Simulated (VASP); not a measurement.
# CoSi (P2_13) in VASP: further runs

Runs on CoSi. Level: PBE. Tasks: electric field gradients, core levels, phonons.

Program: VASP 6.6.1. These are calculated values, not measurements. Logs are shortened: lines on timing, memory, paths and dates and some standing lists are left out, and cuts for length are marked.

## 1. The crystal as given

It takes space group P2_13 (No. 198, cubic). The conventional cell has a = 4.438 Å, b = 4.438 Å, c = 4.438 Å, α = 90.00°, β = 90.00°, γ = 90.00°. Co (site symmetry 3) has 7 Si at 2.28 to 2.47 Å as nearest neighbours. Si (site symmetry 3) is surrounded by 7 Co at 2.28 to 2.47 Å.

## 2. Electric field gradients, PBE, collinear spin, ferromagnetic start

INCAR

```
SYSTEM = CoSi
PREC = Accurate
ENCUT = 520
EDIFF = 1E-8
ISMEAR = 0
SIGMA = 0.02
LREAL = .FALSE.
LASPH = .TRUE.
NELM = 150
ALGO = Normal
ISIF = 2
LWAVE = .FALSE.
LCHARG = .FALSE.
ISPIN = 2
MAGMOM = 2 2 2 2 0 0 0 0
LORBIT = 11
LMAXMIX = 4
GGA = PE
LEFG = .TRUE.
```

KPOINTS

```
regular mesh
0
G
  5 5 5
  0 0 0
```

POSCAR

```
CoSi
1.0
    4.4380000000      0.0000000000      0.0000000000
    0.0000000000      4.4380000000      0.0000000000
    0.0000000000      0.0000000000      4.4380000000
Co Si
4 4
Direct
    0.8600000000      0.6400000000      0.3600000000
    0.6400000000      0.3600000000      0.8600000000
    0.3600000000      0.8600000000      0.6400000000
    0.1400000000      0.1400000000      0.1400000000
    0.1570000000      0.3430000000      0.6570000000
    0.3430000000      0.6570000000      0.1570000000
    0.6570000000      0.1570000000      0.3430000000
    0.8430000000      0.8430000000      0.8430000000
```

Potentials or basis: VASP PAW PBE potentials, release 64 (Co, Si).

The run is started by

```sh
$ cat potpaw_PBE.64/Co/POTCAR potpaw_PBE.64/Si/POTCAR > POTCAR
$ mpirun -np 1 vasp_std > vasp.out
```

OUTCAR:

```text
SYSTEM = CoSi
   PREC = Accurate
   ENCUT = 520
   EDIFF = 1E-8
   ISMEAR = 0
   LREAL = .FALSE.
   LASPH = .TRUE.
   NELM = 150
   ISIF = 2
   ISPIN = 2
   LORBIT = 11
   GGA = PE

 ion  position               nearest neighbor table
   1  0.860  0.640  0.360-   5 2.28   6 2.33   7 2.33   8 2.33   7 2.47   8 2.47   6 2.47   2 2.72
                             2 2.72   4 2.72   4 2.72   3 2.72   3 2.72
   2  0.640  0.360  0.860-   6 2.28   5 2.33   7 2.33   8 2.33   5 2.47   7 2.47   8 2.47   1 2.72
                             1 2.72   3 2.72   3 2.72   4 2.72   4 2.72
   3  0.360  0.860  0.640-   7 2.28   6 2.33   5 2.33   8 2.33   6 2.47   5 2.47   8 2.47   4 2.72
                             2 2.72   2 2.72   4 2.72   1 2.72   1 2.72
   4  0.140  0.140  0.140-   8 2.28   6 2.33   7 2.33   5 2.33   6 2.47   5 2.47   7 2.47   1 2.72
                             3 2.72   3 2.72   1 2.72   2 2.72   2 2.72
   5  0.157  0.343  0.657-   1 2.28   2 2.33   3 2.33   4 2.33   3 2.47   4 2.47   2 2.47   8 2.75
                             6 2.75   6 2.75   8 2.75   7 2.75   7 2.75
   6  0.343  0.657  0.157-   2 2.28   1 2.33   3 2.33   4 2.33   1 2.47   3 2.47   4 2.47   8 2.75
                             5 2.75   5 2.75   7 2.75   7 2.75   8 2.75
   7  0.657  0.157  0.343-   3 2.28   2 2.33   1 2.33   4 2.33   2 2.47   1 2.47   4 2.47   8 2.75
                             8 2.75   5 2.75   6 2.75   6 2.75   5 2.75
   8  0.843  0.843  0.843-   4 2.28   2 2.33   3 2.33   1 2.33   2 2.47   1 2.47   3 2.47   5 2.75
                             6 2.75   7 2.75   7 2.75   5 2.75   6 2.75

  LATTYP: Found a simple cubic cell.
 ALAT       =     4.4380000000

  Lattice vectors:

 A1 = (   4.4380000000,   0.0000000000,   0.0000000000)
 A2 = (   0.0000000000,   4.4380000000,   0.0000000000)
 A3 = (   0.0000000000,   0.0000000000,   4.4380000000)

Analysis of symmetry for initial positions (statically):
=====================================================================
 Subroutine PRICEL returns:
 Original cell was already a primitive cell.

 Routine SETGRP: Setting up the symmetry group for a
 simple cubic supercell.

 Subroutine GETGRP returns: Found 12 space group operations
 (whereof  3 operations were pure point group operations)
 out of a pool of 48 trial point group operations.

The static configuration has the point symmetry C_3 .
 The point group associated with its full space group is T   .

Analysis of symmetry for dynamics (positions and initial velocities):
=====================================================================
 Subroutine PRICEL returns:
 Original cell was already a primitive cell.

 Routine SETGRP: Setting up the symmetry group for a
 simple cubic supercell.

 Subroutine GETGRP returns: Found 12 space group operations
 (whereof  3 operations were pure point group operations)
 out of a pool of 48 trial point group operations.

The dynamic configuration has the point symmetry C_3 .
 The point group associated with its full space group is T   .

Analysis of structural, dynamic, and magnetic symmetry:
=====================================================================
 Subroutine PRICEL returns:
 Original cell was already a primitive cell.

 Routine SETGRP: Setting up the symmetry group for a
 simple cubic supercell.

 Subroutine GETGRP returns: Found 12 space group operations
 (whereof  3 operations were pure point group operations)
 out of a pool of 48 trial point group operations.

The overall configuration has the point symmetry C_3 .
 The point group associated with its full space group is T   .

 Subroutine INISYM returns: Found 12 space group operations
 (whereof  3 operations are pure point group operations),
 and found     1 'primitive' translations

----------------------------------------------------------------------------------------

                                     Primitive cell

  volume of cell :      87.4102

  direct lattice vectors                    reciprocal lattice vectors
     4.438000000  0.000000000  0.000000000     0.225326724  0.000000000  0.000000000
     0.000000000  4.438000000  0.000000000     0.000000000  0.225326724  0.000000000
     0.000000000  0.000000000  4.438000000     0.000000000  0.000000000  0.225326724

  length of vectors
     4.438000000  4.438000000  4.438000000     0.225326724  0.225326724  0.225326724

  position of ions in fractional coordinates (direct lattice)
     0.860000000  0.640000000  0.360000000
     0.640000000  0.360000000  0.860000000
     0.360000000  0.860000000  0.640000000
     0.140000000  0.140000000  0.140000000
     0.157000000  0.343000000  0.657000000
     0.343000000  0.657000000  0.157000000
     0.657000000  0.157000000  0.343000000
     0.843000000  0.843000000  0.843000000

  ion indices of the primitive-cell ions
   primitive index   ion index
                 1           1
                 2           2
                 3           3
                 4           4
[... 82 lines left out ...]
     AMIX_MAG =   1.60;   BMIX_MAG =  1.00
  volume/ion in A,a.u.               =      10.93        73.73
  Fermi-wavevector in a.u.,A,eV,Ry     =   1.376856  2.601881 25.793021  1.895734
  Thomas-Fermi vector in A             =   2.502063
   LORBIT       =     11    0 simple, 1 ext, 2 COOP (PROOUT), +10 PAW based schemes
   GGA     = PE    functional components
   LHFCALC =     F    Hartree Fock is set to
   AEXX    =    0.0000 exact exchange contribution
   IVDW    =     0    specifies the selected vdW correction
   LEPSILON=     F    determine dielectric tensor
   LRPA    =     F    only Hartree local field effects (RPA)
 spin polarized calculation
 Gauss-broadening in eV      SIGMA  =   0.02
  energy-cutoff  :      520.00
  volume of cell :       87.41
 maximum number of plane-waves:      2373
 NGX is ok and might be reduce to    36
   NGX = 17   NGY = 17   NGZ = 17

 number of electron      51.9999992 magnetization       0.0000068

 number of electron      51.9999992 magnetization      -0.0000191

 Free energy of the ion-electron system (eV)
  ---------------------------------------------------
  ext. energy  EPLUGINS =         0.00000000
  ---------------------------------------------------
  free energy    TOTEN  =       -54.72495361 eV

  energy without entropy =      -54.72470676  energy(sigma->0) =      -54.72483018

 E-fermi :  12.0469     XC(G=0): -12.8397

 val. band max:       12.0408285759   @ k =   0.0000   0.0000   0.0000
 cond. band min:      12.1121464630   @ k =   0.4000   0.4000   0.4000
 fundamental gap:      0.0713178871
 Fermi energy:        12.0469164483

 spin component 1

 k-point     1 :       0.0000    0.0000    0.0000
  band No.  band energies     occupation
      1      -1.5952      1.00000
      2       3.8866      1.00000
      3       3.8866      1.00000
      4       3.8866      1.00000
      5       6.5957      1.00000
      6       6.5957      1.00000
[... 407 lines left out ...]
     34      17.6664      0.00000
     35      18.1263      0.00000
 Fermi energy:        12.0469164483

 spin component 2

 k-point     1 :       0.0000    0.0000    0.0000
  band No.  band energies     occupation
      1      -1.5952      1.00000
      2       3.8866      1.00000
      3       3.8866      1.00000
      4       3.8866      1.00000
      5       6.5957      1.00000
      6       6.5957      1.00000
[... 407 lines left out ...]
     34      17.6664      0.00000
     35      18.1264      0.00000

------------------------ aborting loop because EDIFF is reached ----------------------------------------

  FORCE on cell =-STRESS in cart. coord.  units (eV):
  Direction    XX          YY          ZZ          XY          YZ          ZX
  --------------------------------------------------------------------------------------
  -------------------------------------------------------------------------------------
  Total       -0.2070588     -0.2070588     -0.2070588     -0.0000000     -0.0000000      0.0000000
  in kB       -3.7952668     -3.7952668     -3.7952668     -0.0000000     -0.0000000      0.0000000
  external PRESSURE =      -3.7952668 kB  Pullay stress =       0.0000000 kB

 VOLUME and BASIS-vectors are now :
 -----------------------------------------------------------------------------
  energy-cutoff  :      520.00
  volume of cell :       87.41
      direct lattice vectors                 reciprocal lattice vectors
     4.438000000  0.000000000  0.000000000     0.225326724  0.000000000  0.000000000
     0.000000000  4.438000000  0.000000000     0.000000000  0.225326724  0.000000000
     0.000000000  0.000000000  4.438000000     0.000000000  0.000000000  0.225326724

 POSITION                                       TOTAL-FORCE (eV/Angst)
 -----------------------------------------------------------------------------------
      3.81668      2.84032      1.59768        -0.157511      0.157511     -0.157511
      2.84032      1.59768      3.81668         0.157511     -0.157511     -0.157511
      1.59768      3.81668      2.84032        -0.157511     -0.157511      0.157511
      0.62132      0.62132      0.62132         0.157511      0.157511      0.157511
      0.69677      1.52223      2.91577         0.017945     -0.017945      0.017945
      1.52223      2.91577      0.69677        -0.017945      0.017945      0.017945
      2.91577      0.69677      1.52223         0.017945      0.017945     -0.017945
      3.74123      3.74123      3.74123        -0.017945     -0.017945     -0.017945
 -----------------------------------------------------------------------------------
    total drift:                               -0.000000      0.000000      0.000000

  FREE ENERGIE OF THE ION-ELECTRON SYSTEM (eV)
  ---------------------------------------------------
  free  energy   TOTEN  =       -54.7249536050 eV

  energy  without entropy=      -54.7247067643  energy(sigma->0) =      -54.72483018

 Electric field gradients (V/A^2)
---------------------------------------------------------------------
 ion       V_xx      V_yy      V_zz      V_xy      V_xz      V_yz
---------------------------------------------------------------------
   1       0.000    -0.000    -0.000     1.532    -1.532     1.532
   2       0.000    -0.000    -0.000     1.532     1.532    -1.532
   3       0.000    -0.000    -0.000    -1.532     1.532     1.532
   4       0.000    -0.000    -0.000    -1.532    -1.532    -1.532
   5      -0.000     0.000    -0.000    15.232   -15.232    15.232
   6      -0.000     0.000    -0.000    15.232    15.232   -15.232
   7      -0.000     0.000    -0.000   -15.232    15.232    15.232
   8       0.000     0.000    -0.000   -15.232   -15.232   -15.232
---------------------------------------------------------------------

 Electric field gradients after diagonalization (V/A^2)
 (convention: |V_zz| > |V_xx| > |V_yy|)
----------------------------------------------------------------------
 ion       V_xx      V_yy      V_zz     asymmetry (V_yy - V_xx)/ V_zz
----------------------------------------------------------------------
   1       1.532     1.532    -3.064       0.000
   2       1.532     1.532    -3.064       0.000
   3       1.532     1.532    -3.064       0.000
   4       1.532     1.532    -3.064       0.000
   5      15.232    15.232   -30.465       0.000
   6      15.232    15.232   -30.465       0.000
   7      15.232    15.232   -30.465       0.000
   8      15.232    15.232   -30.465       0.000
----------------------------------------------------------------------

           NMR quadrupolar parameters

 Cq : quadrupolar parameter    Cq=e*Q*V_zz/h
 eta: asymmetry parameters     (V_yy - V_xx)/ V_zz
 Q  : nuclear electric quadrupole moment in mb (millibarn)
----------------------------------------------------------------------
 ion       Cq(MHz)       eta       Q (mb)
----------------------------------------------------------------------
   1      -0.007       0.000       1.000
   2      -0.007       0.000       1.000
   3      -0.007       0.000       1.000
   4      -0.007       0.000       1.000
   5      -0.074       0.000       1.000
   6      -0.074       0.000       1.000
   7      -0.074       0.000       1.000
   8      -0.074       0.000       1.000
----------------------------------------------------------------------

 total charge

# of ion       s       p       d       tot
------------------------------------------
    1        0.434   0.616   7.565   8.614
    2        0.434   0.616   7.565   8.614
    3        0.434   0.616   7.565   8.614
    4        0.434   0.616   7.565   8.614
    5        0.728   0.882   0.000   1.609
    6        0.728   0.882   0.000   1.609
    7        0.728   0.882   0.000   1.609
    8        0.728   0.882   0.000   1.609
--------------------------------------------------
tot          4.646   5.989  30.259  40.894

 magnetization (x)

# of ion       s       p       d       tot
------------------------------------------
    1        0.000   0.000  -0.000  -0.000
    2        0.000   0.000  -0.000  -0.000
    3        0.000   0.000  -0.000  -0.000
    4        0.000   0.000  -0.000  -0.000
    5        0.000   0.000   0.000   0.000
    6        0.000   0.000   0.000   0.000
    7        0.000   0.000   0.000   0.000
    8        0.000   0.000   0.000   0.000
--------------------------------------------------
tot          0.000   0.000  -0.000  -0.000
```

It took 70 s on 1 thread of Intel Xeon Platinum 8488C (Sapphire Rapids), shared host; peak memory 0.26 GiB.

Results:

| Quantity | Value |
| --- | --- |
| Free energy | -54.7250 eV |
| Pressure | -0.4 GPa |
| Largest force | 0.273 eV/Å |
| Band gap on the k mesh | none (metal or under the smearing width) |
| Net moment | 0.00 μB per cell |
| Valence electrons inside the program's atomic spheres | Co 8.61; Si 1.61 |

Forces on the atoms (eV/Å):
```
Co  -0.158  0.158 -0.158
Co   0.158 -0.158 -0.158
Co  -0.158 -0.158  0.158
Co   0.158  0.158  0.158
Si   0.018 -0.018  0.018
Si  -0.018  0.018  0.018
Si   0.018  0.018 -0.018
Si  -0.018 -0.018 -0.018
```

Electric field gradients, principal values (V/Å²):
```tsv
atom	Vxx	Vyy	Vzz
1 Co	1.532	1.532	-3.064
2 Co	1.532	1.532	-3.064
3 Co	1.532	1.532	-3.064
4 Co	1.532	1.532	-3.064
5 Si	15.232	15.232	-30.465
6 Si	15.232	15.232	-30.465
7 Si	15.232	15.232	-30.465
8 Si	15.232	15.232	-30.465
```

Caveat: the starting moments collapsed, and a magnetic state may lie lower.

[end of part 1 of 2]
